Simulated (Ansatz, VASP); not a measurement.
# PbSe2 in two plane-wave programs, part 2 of 2

Aim: how closely do two programs agree when they are given the same cell, functional and k mesh? The cell is generated by rule, not measured, and may not be a known phase. The cell is taken from a series of runs on this material, whose earlier steps may have relaxed, scaled, displaced or heated it; both programs get it as it stands.

VASP 6.6.1 and Ansatz 0.2.0.

So far: Starting point; VASP: zone-centre phonons, PBE.

The structure was built from a prototype and need not be the compound's stable phase.

### 3. Ansatz: zone-centre phonons, PBE

Level of this step: Ansatz beside VASP: Kohn-Sham DFT, plane waves, PBE (Ansatz).

Ansatz runs on its default PAW (the set named soft_2) files.

The same cell, functional, mesh and smearing now go to Ansatz, which takes its cutoff from its data sets.

The input, input.yaml:

```yaml
crystal:
  lattice:
    - [0.0, -4.0828081173, -4.0828081173]
    - [0.0, 4.0828081173, -4.0828081173]
    - [5.3784042815, 0.0, 0.0]
  atoms:
    - { symbol: Pb, position: [0.5, 0.5, 0.5] }
    - { symbol: Pb, position: [0.0, 0.0, 0.0] }
    - { symbol: Se, position: [0.0, 0.5, 0.7498991861] }
    - { symbol: Se, position: [0.5, 0.0, 0.2501008139] }
    - { symbol: Se, position: [1.0, 0.5, 0.2498991861] }
    - { symbol: Se, position: [0.5, 0.0, 0.7501008139] }
kpoints:
  mp_grid: { grid: [6, 6, 6] }
hamiltonian:
  xc: pbe
scf:
  occupations: { method: methfessel_paxton, width: 0.15 }
output:
  eigenvalues: true
phonons:
  method: dfpt
```

Run with:

```sh
> ansatz run input.yaml --threads 4 --pin off --max-ram 7168MiB --backend cpu --events-out ev --progress --plain --runs-dir out
```

Numbers of over 12 decimals in the logs are rounded to 6 here.

Output:

```text
zone centre: on kpoints.mp_grid the ground state, and the responses unless they are solved on pairs of k-points, stand on 80 of the mesh's 216 k-points, reduced under 2 symmetry operations, with k and −k counted as one. Each operation leaves every solved displacement unchanged or reverses it
Engine: ansatz 0.2.0, x86_64-unknown-linux-gnu
Pseudopotentials: kind: paw
Pseudopotential: Pb, paw, valence charge 14, recommended cutoff 420 eV (normal), Pb.paw.azcp
Pseudopotential: Se, paw, valence charge 16, recommended cutoff 420 eV (normal), Se.paw.azcp
Functional definition: PBE
  parameter kappa = 0.804
  parameter beta = 0.066725
  exchange = pbe_x(kappa = kappa, mu = beta*pi^2/3)
  correlation = pbe_c(beta = beta)
Crystal: 6 atoms, lattice volume = 179.309 Å³
Basis set: ecut = 420 eV, 3501 PW (Γ), exchange–correlation on 80×80×72 points (8 copies of the dense FFT grid, shifted against one another)
Bands: 56, of which v1, the nominal top of the filled ones, is band 46 counted from 1 (45 counted from 0)
Symmetry: 16 space group operations
k-points: 80 of 216 (irreducible under 2 space group operations, time reversal used)
Non-local potential: Pb, projectors of the file, l = 0: 2, l = 1: 2, l = 2: 2, l = 3: 2
Non-local potential: Se, projectors of the file, l = 0: 2, l = 1: 2, l = 2: 3, l = 3: 1
PAW form: soft (Blöchl's): semilocal exchange-correlation on the pseudo side does not see the compensation charge
PAW one-centre angular grid: Pb, 590 points (default); XC on 64 Gauss nodes
PAW one-centre angular grid: Se, 590 points (default); XC on 64 Gauss nodes
Initial density: superposition of atomic densities (neutral atoms: chi_scale 0, normalization atom), corrected by the library's trained network
Initial wavefunctions: pseudopotential atomic-orbital guess
Functional: x = pbe(κ = 0.804, μ = 0.219515), c = pbe(β = 0.066725)
SCF iter   1: F=—  HF=-45690.709570 eV  |F-HF|=—  |Δ(HF+E_count)|=         —  Δρ=2.13e-3  dr2=9.50e-3  ethr=1.77e-3  ⟨swp⟩=8.6  Hψ=18160  notcnv=0  defer=4
preconditioner: auto → LDOS  [metal: Δε(μ)=0.054 eV  Ē_g=13.524 eV  σ=0.150 eV  W_gap=0.29  n_scr=40 (ndim 8)  ℏωp=20.0 eV  f_vac=0.102  D(μ)=2.83/eV (n_scr^D=18)  β→1.0]
SCF iter   2: F=—  HF=-45690.707851 eV  |F-HF|=—  |Δ(HF+E_count)|=   1.72e-3  S|Δr|=    0.00e0  Δρ=4.44e-4  dr2=3.74e-4  ethr=1.03e-5  ⟨swp⟩=2.6  Hψ=8503  notcnv=0  defer=77
SCF iter   3: F=—  HF=-45690.707774 eV  |F-HF|=—  |Δ(HF+E_count)|=   7.68e-5  S|Δr|=    0.00e0  Δρ=1.29e-4  dr2=4.98e-5  ethr=4.07e-7  ⟨swp⟩=2.0  Hψ=7951  notcnv=0  defer=77
SCF iter   4: F=—  HF=-45690.707734 eV  |F-HF|=—  |Δ(HF+E_count)|=   4.01e-5  S|Δr|=    0.00e0  Δρ=2.62e-5  dr2=1.47e-6  ethr=5.41e-8  ⟨swp⟩=2.0  Hψ=7951  notcnv=0  defer=77
SCF iter   5: F=—  HF=-45690.707736 eV  |F-HF|=—  |Δ(HF+E_count)|=   1.78e-6  S|Δr|=    0.00e0  Δρ=6.64e-6  dr2=8.70e-8  ethr=1.60e-9  ⟨swp⟩=2.8  Hψ=8395  notcnv=0  defer=77
SCF iter   6: F=—  HF=-45690.707736 eV  |F-HF|=—  |Δ(HF+E_count)|=   7.28e-8  S|Δr|=    0.00e0  Δρ=1.75e-6  dr2=5.44e-9  ethr=9.46e-11  ⟨swp⟩=2.0  Hψ=6377  notcnv=0  defer=77
SCF iter   7: F=—  HF=-45690.707736 eV  |F-HF|=—  |Δ(HF+E_count)|=   2.50e-9  S|Δr|=    0.00e0  Δρ=2.98e-7  dr2=1.16e-10  ethr=5.91e-12  ⟨swp⟩=2.0  Hψ=6335  notcnv=0  defer=77
SCF iter   8: F=—  HF=-45690.707736 eV  |F-HF|=—  |Δ(HF+E_count)|=  1.96e-10  S|Δr|=    0.00e0  Δρ=9.44e-8  dr2=1.12e-11  ethr=1.00e-12  ⟨swp⟩=11.0  Hψ=23967  notcnv=0
SCF iter   9: F=-45690.707736 eV  HF=-45690.707736 eV  |F-HF|=2.91e-11  |Δ(HF+E_count)|=  2.18e-11  S|Δr|=    0.00e0  Δρ=1.08e-8  dr2=1.05e-13  ethr=1.00e-12  ⟨swp⟩=5.0  Hψ=16944  notcnv=0
SCF 1 converged in 9 iterations: F = -45690.707736 eV  dr2 = 1.05e-13
  greatest PAW one-centre occupation: 1.000 electrons in one spin orbital (limit 2), on the Se atom at site 5 (counted from 0), in its partial waves of l = 2
DFPT response loops at Γ: preconditioner auto → Kerker (q_TF=auto, 2.441 Å⁻¹) (partly filled bands, converged f_vac=0.101); β = 1.00, the filter's whole step (`scf.mixing.beta` (0.50) is not read by the response loops under this deck's `scf.mixing.preconditioner`; to damp them name `kerker` or `kerker_dos`, under which they read `scf.mixing.beta`, and type it under 1.00, their step now; both keys bind the ground state too); Broyden in place of MSR1
SCF converged after 9 iterations
Stability not checked: this state was not tested for a lower state beside it, because cold or Methfessel-Paxton smearing, or corrected tetrahedra, fill the levels in a way that the test cannot read (fill_not_monotonic; see scf.lower_state_search)
Free energy (F): -45690.707736 eV
Harris-Foulkes:  -45690.707736 eV  (|F-HF|=2.91e-11)
Internal energy: -45690.703170 eV  (E = F + TS)
E sigma→0 (E₀):  -45690.706595 eV
Entropy (-TS):   -0.004566 eV (-0.761 meV/atom)
Fermi energy:    7.333872 eV
Step filling:    the computed levels leave a gap of 0.0198 eV = 0.1 smearing widths at the electron count; against every level under it full and every level over it empty, smearing changes F+E_penalty+E_count by -1.582 meV and its σ→0 estimate by -0.440 meV
--- Per-component energies (eV) ---
  E_band       = -1726.610901
  E_kinetic    = 1042.524612
  E_local      = -12768.034731  (includes V_loc(G=0)·N_el)
  E_nonlocal   = -1680.557210
  E_hartree    = 6061.531018
  E_xc         = -857.277806
  E_vxc        = -655.540752  (∫ρ·V_xc dr)
  E_paw        = -28452.726382  (= ΣΔE_a)
  E_vpaw       = 211.937379  (= ΣTr[D̂ρ^β])
  E_aug_tail   = -0.002243  (compensation charges beyond the density's cutoff)
  E_ewald      = -9036.160427
  E_smearing   = -0.004566  (= −TS)
  E_closure    = 0.000000  (closes the sum)
  Σ components = -45690.707736   (vs F -45690.707736, Δ=0.00e0)
--- Band table (eV; the first three rows and the last of 80) ---
  k-point 0: bands = [... 42 lower, 6.4637, 6.4637, 7.6468, 7.6468, 9.0263, 9.3726, 10.0046, 10.0046, ... 6 higher]
  k-point 1: bands = [... 42 lower, 6.0832, 6.0832, 7.3421, 7.3421, 8.6779, 9.0050, 10.5815, 10.5815, ... 6 higher]
  k-point 2: bands = [... 42 lower, 5.6977, 5.6977, 6.6834, 6.6834, 7.9685, 8.4498, 8.8348, 8.9017, ... 6 higher]
  k-point 79: bands = [... 42 lower, 6.3960, 6.3960, 6.4899, 6.4899, 7.2857, 7.2857, 9.6255, 9.6255, ... 6 higher]
--- Phonons (Γ-DFPT): 4 representative perturbations + reference, on 80 of 216 k-points (Σ response iterations 12) ---
  k mesh reduced under 2 symmetry operations, with k and −k counted as one. Each operation leaves every solved displacement unchanged or reverses it
  ASR residual: 9.253e-5 → 0.000e0 eV/Å²; symmetrization residual: 2.291e-5 eV/Å²
  ASR residual per site (eV/Å²): 9.25e-5 9.25e-5 5.57e-5 5.57e-5 5.57e-5 5.57e-5
  Γ frequencies (cm⁻¹): 0.00 0.00 0.00 24.88 24.88 37.80 38.82 38.82 51.86 57.91 63.05 63.05 91.74 91.74 113.87 113.87 140.25 147.94
  non-analytic LO–TO correction: not included (Born effective charges unavailable; polar crystals: no LO–TO splitting at Γ)
```

Reading the cycles: dr2 is the Hartree energy of the density residual (eV), the measure of convergence; HF is the Harris–Foulkes estimate of the energy, which meets the free energy F at convergence.

### 4. Comparison

Known differences besides the potentials themselves: the data sets hold 92 valence electrons in Ansatz (on its default PAW (the set named soft_2) files) and 52 in VASP; the cutoff is 420 eV in Ansatz and 500 eV in VASP. Total energies have different zeros and are not compared.

Compared:

| quantity | Ansatz | VASP | difference |
| --- | --- | --- | --- |
| optical mode 1 to 2 (cm⁻¹) | 24.9 | 24.2 | +0.7 |
| optical mode 3 (cm⁻¹) | 37.8 | 37.7 | +0.1 |
| optical mode 4 to 5 (cm⁻¹) | 38.8 | 39.1 | -0.3 |
| optical mode 6 (cm⁻¹) | 51.9 | 52.5 | -1.16 % |
| optical mode 7 (cm⁻¹) | 57.9 | 58.4 | -0.87 % |
| optical mode 8 to 9 (cm⁻¹) | 63.0 | 63.8 | -1.22 % |
| optical mode 10 to 11 (cm⁻¹) | 91.7 | 92.4 | -0.74 % |
| optical mode 12 to 13 (cm⁻¹) | 113.9 | 114.8 | -0.77 % |
| optical mode 14 (cm⁻¹) | 140.2 | 141.3 | -0.76 % |
| optical mode 15 (cm⁻¹) | 147.9 | 147.4 | +0.38 % |

Modes are paired by rising frequency, not by their patterns, so a pair may set unlike modes beside each other; they are those without the splitting of longitudinal modes.

### 5. Results

| Item | Value |
| --- | --- |
| r.m.s. difference of the optical zone-centre modes, each program's sorted by frequency (zone-centre phonons, PBE) | 0.68 cm⁻¹ |
| difference in optical mode 8 to 9 (zone-centre phonons, PBE) | -1.2 % |

In words: The r.m.s. difference of the optical zone-centre modes, each program's sorted by frequency is 0.68 cm⁻¹ (zone-centre phonons, PBE). The data sets hold unlike numbers of valence electrons (92 in Ansatz and 52 in VASP), so part of the differences may come from the potentials. Among the rows given in per cent, the largest difference of the zone-centre phonons, PBE pair is in optical mode 8 to 9, -1.2 %. Such differences can come from data sets, numerical settings and the points named under the comparisons, not from the functional's error against experiment.

[Lines on the potential files, build, host, timing and source positions are cut from VASP's logs without a mark.]

[Logs are printed without paths, hosts, clocks, repeated set-up lines and the standing remarks that a program may print on its own settings, such as how far it seeks lower states.]

[Hosts, paths, dates, database ids (printed as entryN), source tags and the programs' standing remarks are cut or masked in the printed files.]
